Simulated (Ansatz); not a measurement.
## Ta2N: how the k-point mesh moves the results

All numbers below come from Ansatz, DFT PBE, scalar-relativistic, plane waves, PAW.

```
Ta N
1.0
     5.31451   -0.04425    0.01658
    -2.69557    4.52367   -0.04196
     0.01546   -0.03626    4.83858
Ta N
6 3
Cartesian
  1.6827 2.9368 3.6607
  -0.8974 1.4827 3.6186
  1.8037 -0.0109 3.6784
  0.8571 1.5183 1.2778
  -1.7915 3.0187 1.1860
  3.5695 -0.0419 1.2456
  2.6705 1.4696 2.4760
  -0.0537 2.9438 2.3732
  0.0217 0.0300 -0.0315
```

| Item | Value |
| --- | --- |
| plane-wave cutoff | 420 eV |
| occupation rule | Gaussian smearing, 0.1 eV |
| spin treatment | unpolarised |

The atoms stay fixed while the k-point mesh is varied. ΔE is the energy extrapolated to zero smearing, less that of the reference run (6×6×6). The cell was strained and its atoms displaced at random, so that forces don't vanish. The meshes are Γ-centred. Spin–orbit coupling is left out. Pressure is positive in compression.

Times are rough; the reference took 56 s on 2 threads of Intel(R) Xeon(R) Processor @ 2.50GHz (Skylake/Cascade Lake), with other jobs on the host, peak memory 0.75 GiB.

```json
{"mesh": "1×1×1", "ΔE (meV/atom)": "?", "P (GPa)": "?", "largest change of a force component (eV/Å)": "?", "irreducible points": "?", "wall time (s)": "?"}
{"mesh": "2×2×2", "ΔE (meV/atom)": "52.1", "P (GPa)": "16.45", "largest change of a force component (eV/Å)": "0.374", "irreducible points": "8", "wall time (s)": "4.2"}
{"mesh": "4×4×4", "ΔE (meV/atom)": "-7.01", "P (GPa)": "15.65", "largest change of a force component (eV/Å)": "0.080", "irreducible points": "36", "wall time (s)": "19"}
{"mesh": "6×6×6", "ΔE (meV/atom)": "0.00", "P (GPa)": "15.78", "largest change of a force component (eV/Å)": "0.000", "irreducible points": "112", "wall time (s)": "56"}
```

**Question.** Fill in the withheld rows.

**Answer.** The withheld rows:

```
 mesh  ΔE (meV/atom) P (GPa) largest change of a force component (eV/Å) irreducible points wall time (s)
1×1×1            669    28.29                                       2.951                   1              2
```